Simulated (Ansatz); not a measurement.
A relaxation computed with Ansatz, from input to last step.

```yaml
crystal:
  lattice:
    - [6.1662906811, -2.1360657508, 0.0]
    - [1.2332581362, -6.4081972523, 0.0]
    - [2.4665162724, -2.8480876677, -8.5756693636]
  atoms:
    - { symbol: Si, position: [0.3937490466, 0.5366061895, 0.2473242886] }
    - { symbol: C, position: [0.2032762662, 0.4889905519, 0.2473140586] }
    - { symbol: C, position: [0.0604191233, 0.2032762662, 0.2473140586] }
    - { symbol: C, position: [0.9175619805, 0.9175619805, 0.2473140586] }
    - { symbol: C, position: [0.7747048376, 0.6318476947, 0.2473140586] }
    - { symbol: C, position: [0.6318476947, 0.346133409, 0.2473140586] }
    - { symbol: C, position: [0.4889905519, 0.0604191233, 0.2473140586] }
    - { symbol: C, position: [0.6794633324, 0.1080347609, 0.2473242886] }
    - { symbol: C, position: [0.5366061895, 0.8223204752, 0.2473242886] }
    - { symbol: C, position: [0.2508919038, 0.2508919038, 0.2473242886] }
    - { symbol: C, position: [0.1080347609, 0.9651776181, 0.2473242886] }
    - { symbol: C, position: [0.9651776181, 0.6794633324, 0.2473242886] }
    - { symbol: C, position: [0.8223204752, 0.3937490466, 0.2473242886] }
    - { symbol: C, position: [0.1776795248, 0.6062509534, 0.7526757114] }
    - { symbol: C, position: [0.0348223819, 0.3205366676, 0.7526757114] }
    - { symbol: C, position: [0.8919652391, 0.0348223819, 0.7526757114] }
    - { symbol: C, position: [0.7491080962, 0.7491080962, 0.7526757114] }
    - { symbol: C, position: [0.6062509534, 0.4633938105, 0.7526757114] }
    - { symbol: C, position: [0.4633938105, 0.1776795248, 0.7526757114] }
    - { symbol: C, position: [0.3205366676, 0.8919652391, 0.7526757114] }
    - { symbol: C, position: [0.5110094481, 0.9395808767, 0.7526859414] }
    - { symbol: C, position: [0.3681523053, 0.653866591, 0.7526859414] }
    - { symbol: C, position: [0.2252951624, 0.3681523053, 0.7526859414] }
    - { symbol: C, position: [0.0824380195, 0.0824380195, 0.7526859414] }
    - { symbol: C, position: [0.9395808767, 0.7967237338, 0.7526859414] }
    - { symbol: C, position: [0.7967237338, 0.5110094481, 0.7526859414] }
    - { symbol: C, position: [0.653866591, 0.2252951624, 0.7526859414] }
basis:
  ecutwfc: 420
  xc_grid: 2
kpoints:
  mp_grid: { grid: [4, 4, 4], shift: [0.0, 0.0, 0.0] }
hamiltonian:
  xc: pbe
scf:
  occupations: { method: gaussian, width: 0.1 }
output:
  forces: true
  stress: false
  eigenvalues: true
  write_density: true
  write_potential: true
  elf: true
  volumetric_format: npy
relax:
  adjacent_minimum: "off"
  f_tol: 0.02
  max_steps: 60
```

```bash
ansatz run input.yaml --threads 4 --pin off --max-ram 8192MiB --backend cpu --events-out ev --progress --plain --runs-dir out
```

All numbers below come from Ansatz 0.2.0, DFT PBE, scalar-relativistic, plane waves, PAW.

The cell holds a point defect: Si after trading places with the vacancy, neutral.

Of 14 frames 7 are shown, positions in Å and forces in eV/Å; the SCF threshold varies from step to step.

```xyz
27
Lattice="6.1663 -2.1361 0.0000 1.2333 -6.4082 0.0000 2.4665 -2.8481 -8.5757" Properties=species:S:1:pos:R:3:forces:R:3 pbc="T T T" step=1 free_energy_over_end_meV_per_atom=315.41
Si    3.6998   -4.9842   -2.1210   -0.0400  -23.3112   -0.0010
C     2.4665   -4.2721   -2.1209  -18.3645    9.4183   -0.0005
C     1.2333   -2.1361   -2.1209    0.5513    1.1750   -0.0014
C     7.3995   -8.5443   -2.1209    0.8925   -0.1062   -0.0007
C     6.1663   -6.4082   -2.1209   -0.6555   -0.5669   -0.0007
C     4.9330   -4.2721   -2.1209   18.3560    9.1937    0.0000
C     3.6998   -2.1361   -2.1209   -1.0319    1.7861   -0.0008
C     4.9330   -2.8481   -2.1210    0.4733    0.3306    0.0021
C     4.9330   -7.1202   -2.1210    0.8917    0.5389    0.0004
C     2.4665   -2.8481   -2.1210    0.1591   -0.3139    0.0018
C     2.4665   -7.1202   -2.1210   -1.0078    0.4999    0.0004
C     7.3995   -7.1202   -2.1210   -1.4351    0.4686    0.0024
C     6.1663   -4.9842   -2.1210    1.2111    0.8870    0.0016
C     3.6998   -6.4082   -6.4547   -0.0048   -0.0103   -0.0047
C     2.4665   -4.2721   -6.4547   -0.0015    0.0084   -0.0020
C     7.3995   -4.2721   -6.4547   -0.0003    0.0045   -0.0013
C     7.3995   -8.5443   -6.4547    0.0067   -0.0073   -0.0016
C     6.1663   -6.4082   -6.4547   -0.0033    0.0023   -0.0049
C     4.9330   -4.2721   -6.4547    0.0072    0.0021    0.0017
C     4.9330   -8.5443   -6.4547   -0.0018   -0.0008   -0.0017
C     6.1663   -9.2563   -6.4548   -0.0009   -0.0022   -0.0010
C     4.9330   -7.1202   -6.4548   -0.0053   -0.0020    0.0000
C     3.6998   -4.9842   -6.4548    0.0044   -0.0003    0.0064
C     2.4665   -2.8481   -6.4548   -0.0045    0.0039    0.0018
C     8.6328   -9.2563   -6.4548    0.0008   -0.0035   -0.0001
C     7.3995   -7.1202   -6.4548    0.0011   -0.0026    0.0029
C     6.1663   -4.9842   -6.4548    0.0017    0.0091    0.0015
27
Lattice="6.1663 -2.1361 0.0000 1.2333 -6.4082 0.0000 2.4665 -2.8481 -8.5757" Properties=species:S:1:pos:R:3:forces:R:3 pbc="T T T" step=3 free_energy_over_end_meV_per_atom=83.92
Si    3.6928   -5.3048   -2.1202   -0.2190   -9.8453   -0.0009
C     2.3871   -4.3186   -2.1199   -3.4161    5.5005    0.0005
C     1.2979   -2.0411   -2.1201   -0.3676   -0.0438    0.0006
C     7.3714   -8.5330   -2.1199   -0.3079   -0.8080    0.0004
C     6.1520   -6.3671   -2.1200    0.8325   -0.5783    0.0010
C     5.0040   -4.3257   -2.1200    3.7444    5.2865    0.0004
C     3.6894   -2.0919   -2.1200    0.2586    0.3021    0.0004
C     4.9225   -2.8719   -2.1199    0.2060   -0.0606   -0.0002
C     4.9228   -7.0511   -2.1201    0.6933   -0.0331   -0.0006
C     2.4809   -2.8561   -2.1200   -0.2033   -0.3335   -0.0004
C     2.4764   -7.0096   -2.1201   -1.0278    0.0206   -0.0006
C     7.3192   -7.1129   -2.1199   -0.0739    0.1769   -0.0001
C     6.2549   -4.9331   -2.1200   -0.1154    0.4157    0.0002
C     3.6992   -6.4067   -6.4560   -0.0011   -0.0011    0.0072
C     2.4659   -4.2704   -6.4553   -0.0003    0.0032    0.0005
C     7.3990   -4.2705   -6.4559   -0.0013    0.0003    0.0003
C     7.3991   -8.5427   -6.4559   -0.0008   -0.0002   -0.0014
C     6.1657   -6.4065   -6.4554   -0.0005    0.0009    0.0008
C     4.9326   -4.2705   -6.4545    0.0009    0.0005   -0.0036
C     4.9324   -8.5426   -6.4566   -0.0016    0.0003    0.0028
C     6.1657   -9.2547   -6.4558   -0.0013   -0.0044   -0.0032
C     4.9324   -7.1186   -6.4563    0.0053   -0.0012    0.0022
C     3.6993   -4.9825   -6.4546    0.0010    0.0059   -0.0021
C     2.4658   -2.8464   -6.4561    0.0006   -0.0019    0.0008
C     8.6322   -9.2547   -6.4563   -0.0008   -0.0046    0.0022
C     7.3990   -7.1186   -6.4553   -0.0010    0.0028   -0.0014
C     6.1658   -4.9825   -6.4547   -0.0001    0.0007   -0.0045
27
Lattice="6.1663 -2.1361 0.0000 1.2333 -6.4082 0.0000 2.4665 -2.8481 -8.5757" Properties=species:S:1:pos:R:3:forces:R:3 pbc="T T T" step=5 free_energy_over_end_meV_per_atom=12.59
Si    3.6944   -5.6775   -2.1118    0.2536    0.9993    0.0006
C     2.4244   -4.2556   -2.1118   -0.3185    0.1164   -0.0008
C     1.2708   -2.0164   -2.1119   -0.0253   -0.1291    0.0002
C     7.3230   -8.5272   -2.1117   -0.0112    0.1759   -0.0001
C     6.2124   -6.3505   -2.1118   -0.0847    0.4602    0.0003
C     4.9854   -4.2854   -2.1118    0.2933    0.0922    0.0005
C     3.6905   -2.0523   -2.1119    0.1500   -0.0184    0.0003
C     4.8896   -2.8576   -2.1118    0.0686    0.1439   -0.0005
C     4.9857   -7.0205   -2.1121   -0.0475   -0.9677   -0.0007
C     2.4771   -2.8219   -2.1119   -0.2406    0.1951    0.0004
C     2.4035   -6.9899   -2.1119   -0.1447   -1.1059    0.0002
C     7.3578   -7.0777   -2.1117    0.2923    0.1360    0.0002
C     6.2383   -4.8925   -2.1118   -0.1865   -0.0966   -0.0004
C     3.7005   -6.4061   -6.4616    0.0003    0.0001   -0.0002
C     2.4672   -4.2697   -6.4626   -0.0001    0.0005    0.0011
C     7.4002   -4.2700   -6.4635   -0.0007   -0.0005    0.0002
C     7.4004   -8.5420   -6.4643   -0.0002    0.0000    0.0008
C     6.1670   -6.4060   -6.4628    0.0011    0.0011   -0.0003
C     4.9339   -4.2700   -6.4630    0.0005   -0.0002   -0.0005
C     4.9336   -8.5420   -6.4642   -0.0018   -0.0013    0.0009
C     6.1670   -9.2542   -6.4649    0.0008   -0.0020    0.0003
C     4.9339   -7.1181   -6.4629   -0.0010    0.0028    0.0007
C     3.7005   -4.9818   -6.4614   -0.0006   -0.0003   -0.0015
C     2.4671   -2.8458   -6.4636   -0.0003   -0.0008    0.0003
C     8.6335   -9.2543   -6.4633    0.0018   -0.0005    0.0004
C     7.4004   -7.1179   -6.4632   -0.0004    0.0025   -0.0005
C     6.1670   -4.9820   -6.4631   -0.0002   -0.0004   -0.0005
27
Lattice="6.1663 -2.1361 0.0000 1.2333 -6.4082 0.0000 2.4665 -2.8481 -8.5757" Properties=species:S:1:pos:R:3:forces:R:3 pbc="T T T" step=7 free_energy_over_end_meV_per_atom=10.85
Si    3.6997   -5.6443   -2.1176    0.0054   -0.0064   -0.0010
C     2.4165   -4.2476   -2.1178    0.0072    0.0188   -0.0061
C     1.2676   -2.0293   -2.1175   -0.0035    0.0383   -0.0004
C     7.3319   -8.5235   -2.1174    0.0175   -0.0079   -0.0016
C     6.2054   -6.3519   -2.1176    0.0280   -0.0077    0.0015
C     4.9950   -4.2766   -2.1173    0.0079    0.0002    0.0056
C     3.6935   -2.0614   -2.1179    0.0106    0.0578    0.0000
C     4.8982   -2.8515   -2.1175    0.0156   -0.0208    0.0002
C     4.9837   -7.0411   -2.1182   -0.0340   -0.0254   -0.0058
C     2.4728   -2.8192   -2.1178   -0.0145   -0.0525    0.0002
C     2.4039   -7.0120   -2.1173    0.0082   -0.0152    0.0058
C     7.3608   -7.0731   -2.1175   -0.0256    0.0263    0.0022
C     6.2336   -4.9012   -2.1175   -0.0217   -0.0061   -0.0011
C     3.6998   -6.4055   -6.4563    0.0000   -0.0014   -0.0005
C     2.4665   -4.2692   -6.4573   -0.0016    0.0012   -0.0008
C     7.3995   -4.2694   -6.4581   -0.0003   -0.0002   -0.0002
C     7.3998   -8.5415   -6.4588   -0.0025   -0.0001   -0.0006
C     6.1664   -6.4053   -6.4575    0.0005   -0.0011   -0.0008
C     4.9332   -4.2695   -6.4578    0.0015    0.0026   -0.0002
C     4.9329   -8.5415   -6.4586    0.0020   -0.0006   -0.0006
C     6.1663   -9.2537   -6.4595    0.0001    0.0020   -0.0004
C     4.9332   -7.1174   -6.4575    0.0023   -0.0025    0.0000
C     3.6998   -4.9813   -6.4563    0.0004    0.0017    0.0000
C     2.4664   -2.8453   -6.4580    0.0003    0.0011   -0.0004
C     8.6329   -9.2537   -6.4578   -0.0028   -0.0009   -0.0005
C     7.3997   -7.1173   -6.4578   -0.0019   -0.0013    0.0001
C     6.1663   -4.9814   -6.4578    0.0008    0.0004   -0.0007
27
Lattice="6.1663 -2.1361 0.0000 1.2333 -6.4082 0.0000 2.4665 -2.8481 -8.5757" Properties=species:S:1:pos:R:3:forces:R:3 pbc="T T T" step=10 free_energy_over_end_meV_per_atom=4.04
Si    3.6948   -5.6409   -2.2005   -0.0096   -0.0500   -0.1076
C     2.4105   -4.2473   -2.3715   -0.2278    0.0754    0.2621
C     1.2623   -2.0255   -2.1371    0.1241   -0.0153    0.0977
C     7.3320   -8.5219   -2.1669    0.2490    0.0423    0.7894
C     6.1989   -6.3493   -2.1642   -0.4259    0.2191   -0.5426
C     4.9845   -4.2745   -1.9988    0.0363    0.0974   -0.1893
C     3.6883   -2.0550   -2.2477   -0.0128   -0.0761   -0.3667
C     4.8931   -2.8500   -2.1369   -0.1413   -0.0222    0.1115
C     4.9795   -7.0374   -2.3689    0.2013   -0.0176    0.2564
C     2.4669   -2.8206   -2.2481    0.0291    0.0631   -0.3776
C     2.4034   -7.0103   -2.0021    0.0037   -0.0334   -0.1715
C     7.3571   -7.0700   -2.1666    0.4158   -0.2579   -0.5289
C     6.2227   -4.8983   -2.1654   -0.2417   -0.0262    0.8043
C     3.7047   -6.4078   -6.3964    0.0058   -0.0030   -0.0028
C     2.4714   -4.2714   -6.3970   -0.0025    0.0047   -0.0086
C     7.4044   -4.2717   -6.3977    0.0029   -0.0026    0.0019
C     7.4046   -8.5437   -6.3976   -0.0069    0.0025   -0.0099
C     6.1712   -6.4077   -6.3977    0.0021   -0.0038    0.0006
C     4.9381   -4.2718   -6.3969    0.0007    0.0070   -0.0048
C     4.9378   -8.5437   -6.3983   -0.0010   -0.0048   -0.0045
C     6.1712   -9.2559   -6.3987   -0.0034    0.0049    0.0060
C     4.9381   -7.1197   -6.3975    0.0016   -0.0036   -0.0082
C     3.7047   -4.9835   -6.3962   -0.0065    0.0042    0.0014
C     2.4713   -2.8476   -6.3976    0.0056   -0.0029   -0.0080
C     8.6378   -9.2559   -6.3974   -0.0026   -0.0020    0.0015
C     7.4046   -7.1195   -6.3978    0.0011    0.0011    0.0028
C     6.1712   -4.9837   -6.3971    0.0033   -0.0015   -0.0055
27
Lattice="6.1663 -2.1361 0.0000 1.2333 -6.4082 0.0000 2.4665 -2.8481 -8.5757" Properties=species:S:1:pos:R:3:forces:R:3 pbc="T T T" step=12 free_energy_over_end_meV_per_atom=0.08
Si    3.6932   -5.6416   -2.2008   -0.0024   -0.0097    0.0204
C     2.4029   -4.2475   -2.3717   -0.0156    0.0316   -0.0533
C     1.2650   -2.0290   -2.0651    0.0577   -0.0176    0.0114
C     7.3359   -8.5213   -2.0405    0.0015    0.0220   -0.0556
C     6.1917   -6.3464   -2.1537    0.0071    0.0555    0.0576
C     4.9753   -4.2720   -1.9263    0.0171    0.0219    0.0507
C     3.6892   -2.0586   -2.2780    0.0322   -0.0449   -0.0190
C     4.8883   -2.8468   -2.0652   -0.0611    0.0251    0.0112
C     4.9835   -7.0365   -2.3712    0.0164   -0.0225   -0.0529
C     2.4641   -2.8170   -2.2781   -0.0353    0.0424   -0.0202
C     2.4111   -7.0118   -1.9269   -0.0112   -0.0178    0.0498
C     7.3608   -7.0733   -2.1544   -0.0032   -0.0646    0.0620
C     6.2169   -4.8986   -2.0397   -0.0036   -0.0216   -0.0568
C     3.7059   -6.4078   -6.4326   -0.0004   -0.0015   -0.0011
C     2.4725   -4.2714   -6.4337   -0.0033    0.0026    0.0005
C     7.4057   -4.2719   -6.4332    0.0014   -0.0025   -0.0018
C     7.4057   -8.5437   -6.4330   -0.0012    0.0015   -0.0016
C     6.1724   -6.4078   -6.4336    0.0033   -0.0009   -0.0013
C     4.9392   -4.2717   -6.4323    0.0018    0.0022   -0.0021
C     4.9389   -8.5438   -6.4350   -0.0005   -0.0015   -0.0002
C     6.1723   -9.2558   -6.4337   -0.0004    0.0024   -0.0020
C     4.9393   -7.1199   -6.4344    0.0025   -0.0031    0.0003
C     3.7057   -4.9835   -6.4322   -0.0012    0.0023   -0.0013
C     2.4725   -2.8477   -6.4345   -0.0005    0.0008    0.0000
C     8.6389   -9.2560   -6.4326   -0.0026   -0.0016   -0.0025
C     7.4058   -7.1195   -6.4335   -0.0012    0.0011   -0.0011
C     6.1724   -4.9838   -6.4327    0.0025   -0.0012   -0.0022
27
Lattice="6.1663 -2.1361 0.0000 1.2333 -6.4082 0.0000 2.4665 -2.8481 -8.5757" Properties=species:S:1:pos:R:3:forces:R:3 pbc="T T T" step=14 free_energy_over_end_meV_per_atom=0.00
Si    3.6918   -5.6424   -2.1836    0.0002   -0.0018   -0.0008
C     2.3990   -4.2480   -2.3657   -0.0032   -0.0175    0.0051
C     1.2653   -2.0298   -2.0465   -0.0053   -0.0054    0.0038
C     7.3350   -8.5220   -2.0181   -0.0006   -0.0113    0.0039
C     6.1895   -6.3459   -2.1289   -0.0140   -0.0043   -0.0056
C     4.9735   -4.2714   -1.8984   -0.0019   -0.0033   -0.0038
C     3.6887   -2.0606   -2.2715   -0.0112   -0.0165    0.0001
C     4.8852   -2.8467   -2.0464    0.0056    0.0074    0.0038
C     4.9848   -7.0366   -2.3656    0.0008    0.0175    0.0058
C     2.4617   -2.8158   -2.2716    0.0114    0.0164    0.0003
C     2.4101   -7.0132   -1.8989    0.0043    0.0025   -0.0048
C     7.3606   -7.0748   -2.1290    0.0149    0.0049   -0.0054
C     6.2150   -4.8987   -2.0179   -0.0012    0.0106    0.0037
C     3.7072   -6.4074   -6.4490   -0.0006    0.0003   -0.0007
C     2.4738   -4.2710   -6.4498    0.0001   -0.0004   -0.0003
C     7.4069   -4.2715   -6.4497    0.0002   -0.0002   -0.0004
C     7.4069   -8.5433   -6.4496    0.0000    0.0002   -0.0004
C     6.1737   -6.4074   -6.4499    0.0008    0.0005   -0.0003
C     4.9405   -4.2713   -6.4490   -0.0008    0.0000   -0.0005
C     4.9402   -8.5434   -6.4511    0.0004   -0.0002   -0.0004
C     6.1736   -9.2554   -6.4503   -0.0002   -0.0004   -0.0007
C     4.9405   -7.1195   -6.4506   -0.0005    0.0005   -0.0003
C     3.7070   -4.9831   -6.4486    0.0004   -0.0003   -0.0006
C     2.4738   -2.8473   -6.4506   -0.0007    0.0001   -0.0003
C     8.6401   -9.2556   -6.4492    0.0011    0.0003   -0.0005
C     7.4070   -7.1191   -6.4497   -0.0004    0.0007   -0.0001
C     6.1737   -4.9834   -6.4493    0.0005   -0.0001   -0.0005
```

The run took 7.5 min on 4 threads of Arm Neoverse V2, with other jobs on the host, peak memory 1.4 GiB.